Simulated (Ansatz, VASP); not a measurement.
Zr in VASP and in Ansatz

```
CELL_PARAMETERS angstrom
3.23200 -0.04848 -0.04848
-1.65798 2.82323 -0.01774
-0.07720 -0.07720 5.14700
ATOMIC_POSITIONS crystal
Zr 0.33333 0.66667 0.25000
Zr 0.66667 0.33333 0.75000
```

Change from the starting cell: equal xy, yz and zx shear strains of -3 %.

Alike in both runs: task single point; functional PBE; k mesh 13 × 13 × 7; occupations fermi-dirac, width 0.08 eV; no spin polarisation.

|  | VASP | Ansatz |
| --- | --- | --- |
| version | VASP 6.6.1 | Ansatz 0.2.0 |
| potentials or method | VASP PAW PBE potentials, release 64 (Zr_sv), cutoff 520 eV | all-electron LAPW, scalar-relativistic |

|  | VASP | Ansatz | Ansatz less VASP |
| --- | --- | --- | --- |
| pressure (GPa) | 0.5 | 0.5 | -0.01 |
| largest component of the traceless stress (GPa) | 1.47 | 1.47 | +0.001 |
| rms of the force components (eV/Å) | 0.039 | 0.039 | -0.0001 |

Atom by atom the forces differ by 0.000 eV/Å (rms over components). Ansatz ran all-electron here, so the differences hold the error of VASP's frozen core and of both bases.
